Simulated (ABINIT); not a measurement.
Runs of ABINIT 10.8.3 (patched build) on CsSnI3. Symmetry: Pm-3m, No. 221, cubic system. Conventional cell: a = 6.206 Å, b = 6.206 Å, c = 6.206 Å, α = 90.00°, β = 90.00°, γ = 90.00°. Cs (site symmetry m-3m) has 12 I at 4.39 Å as nearest neighbours. I (site symmetry 4/mmm) is surrounded by 2 Sn at 3.10 Å. Sn (site symmetry m-3m) is surrounded by 6 I at 3.10 Å. 

```tsv
task	level	potentials or basis	k mesh	cutoff (eV)	fine-grid cutoff	mesh quality	gap on the mesh (eV)
single point	PBE	JTH PAW PBE v2.0	6 × 6 × 6	544	1088.46 eV	not flagged	0.29
band structure	LDA	JTH PAW LDA v2.0 sp	5 × 5 × 5	544	1088.46 eV	not flagged	1.74
band structure	PBE	JTH PAW PBE v2.0 sp	5 × 5 × 5	544	1088.46 eV	not flagged	1.74
band structure	LDA-PZ	JTH PAW LDA v2.0	5 × 5 × 5	544	1088.46 eV	not flagged	1.74
single point	PBEsol	JTH PAW PBE v2.0	3 × 3 × 3	599	1197.3 eV	not flagged	3.07
single point	PBE	JTH PAW PBE v2.0	3 × 3 × 3	544	1088.46 eV	not flagged	3.09
band structure	PBEsol	JTH PAW PBE v2.0 sp	5 × 5 × 5	544	1088.46 eV	not flagged	1.72
single point	LDA	JTH PAW LDA v2.0	3 × 3 × 3	544	1088.46 eV	not flagged	3.09
band structure	TB-mBJ	JTH PAW LDA v2.0	3 × 3 × 3	844	1442.2 eV	not flagged	(a)
```

Alike in all rows: no spin polarisation; cell as given; smearing fermi-dirac 0.05 eV.

Question: Fill in the values left out.

Answer: (a) 3.28.

Caveats: spin-orbit coupling is left out, which moves the levels of the heavy elements; the cell was measured hot, at 500 K; an odd mesh through Γ misses points on the zone boundary, where band edges often lie (some runs); this set keeps more shells in the core, which shifts pressures and gaps (some runs); the constant c of TB-mBJ comes from the pseudo density here, which moves gaps by up to 0.3 eV between sets of potentials (some runs); the mesh misses the band edges, which the band path finds closer together (some runs).

A k mesh can miss the band edges, and the runs leave out spin-orbit coupling on Cs, I, Sn.

Not every run made on this cell is shown here.
